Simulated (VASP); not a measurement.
## B: single point with PBE

The system is B.

```
B
1.0
     1.88965    0.00000    0.00000
     0.00000    1.88965    0.00000
     0.00000    0.00000    1.88973
B
1
Direct
  0.00000 0.00000 0.00000
```

The cell was built by a generator and needn't be a form met in nature.

- Program: VASP 6.6.1
- Task: single point
- Functional: PBE
- Potentials or basis: VASP PAW PBE potentials, release 64 (B)
- Cutoff: 520 eV
- k mesh: 8 × 8 × 8
- Occupations: gaussian, width 0.1 eV
- Spin: no spin polarisation

The pressure is -0.2 GPa and the band gap on the k mesh is none (metal or under the smearing width).

Levels at points of the mesh, in eV from the Fermi level:
| k point | band 1 | band 2 | band 3 | band 4 | band 5 | band 6 | band 7 |
| --- | --- | --- | --- | --- | --- | --- | --- |
| (0.00, 0.00, 0.00) | -15.36 | 13.87 | 13.87 | 13.87 | 24.30 | 24.31 | 33.27 |
| (0.50, 0.00, 0.00) | -7.83 | -5.86 | 17.71 | 17.71 | 30.18 | 31.56 | 36.65 |
| (0.50, 0.50, 0.00) | -1.59 | -1.59 | 4.57 | 8.52 | 20.84 | 40.48 | 40.48 |
| (0.00, 0.00, 0.50) | -7.83 | -5.86 | 17.71 | 17.71 | 30.18 | 31.56 | 36.65 |
| (0.50, 0.00, 0.50) | -1.59 | -1.59 | 4.57 | 8.51 | 20.84 | 40.48 | 40.48 |
| (0.50, 0.50, 0.50) | 3.74 | 3.74 | 3.74 | 16.89 | 16.89 | 16.89 | 17.97 |

Run time: 2.8 s on 1 thread of Intel(R) Xeon(R) 6975P-C (Granite Rapids), with other jobs on the host, peak memory 0.09 GiB.

Caveat: the k mesh is coarse (spacing up to 0.42 Å⁻¹), so the values aren't converged.
